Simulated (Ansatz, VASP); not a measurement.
**Two plane-wave programs on HfH2**

The input INCAR:

```
SYSTEM = HfH2
PREC = Accurate
ENCUT = 520
EDIFF = 1E-6
ISMEAR = 0
SIGMA = 0.1
LREAL = .FALSE.
LASPH = .TRUE.
NELM = 100
ALGO = Normal
ISIF = 2
LWAVE = .FALSE.
LCHARG = .TRUE.
GGA = PS
LELF = .TRUE.
LVHAR = .TRUE.
NBANDS = 13
```

File KPOINTS:

```
Automatic mesh
0
G
  8 8 8
  0 0 0
```

File POSCAR:

```
HfH2
1.0
   -1.7390000000      1.7390000000      2.1805000000
    1.7390000000     -1.7390000000      2.1805000000
    1.7390000000      1.7390000000     -2.1805000000
Hf H
1 2
Direct
    0.0000000000      0.0000000000      0.0000000000
    0.7500000000      0.2500000000      0.5000000000
    0.2500000000      0.7500000000      0.5000000000
```

Input for Ansatz:

```yaml
crystal:
  lattice:
    - [-1.739, 1.739, 2.1805]
    - [1.739, -1.739, 2.1805]
    - [1.739, 1.739, -2.1805]
  atoms:
    - { symbol: Hf, position: [0.0, 0.0, 0.0] }
    - { symbol: H, position: [0.75, 0.25, 0.5] }
    - { symbol: H, position: [0.25, 0.75, 0.5] }
basis:
  ecutwfc: 420
kpoints:
  mp_grid: { grid: [8, 8, 8] }
hamiltonian:
  xc: pbesol
scf:
  occupations: { method: gaussian, width: 0.1 }
output:
  forces: true
  stress: true
  eigenvalues: true
```

Alike in both runs: task single point; functional PBEsol; k mesh 8 × 8 × 8; occupations gaussian, width 0.1 eV; no spin polarisation.

|  | VASP | Ansatz |
| --- | --- | --- |
| version | VASP 6.6.1 | Ansatz 0.2.0 |
| potentials or method | VASP PAW PBE potentials, release 64 (Hf_pv, H) | scalar-relativistic, plane waves, PAW |
| plane-wave cutoff (eV) | 520 | 420 |
| valence electrons in the cell | 12 | 28 |

VASP gave:

```
gap on the k mesh at the Fermi level (eV)       : none
pressure (GPa)                                  : -5.7
largest component of the traceless stress (GPa) : 0.89
```

Estimate Ansatz's values.

gap on the k mesh at the Fermi level (eV): none; pressure (GPa): -5.1; largest component of the traceless stress (GPa): 0.90.

A gap of «none» marks a metal or a gap that the smearing closes. With one functional, cell and mesh, what is left measures potentials, basis and numerics. The two sets of potentials don't hold the same shells in valence.

Caveats: the PAW data sets were made with another functional, which shifts forces and pressure a little (VASP). Spin-orbit coupling is left out, which matters for the levels of Hf.
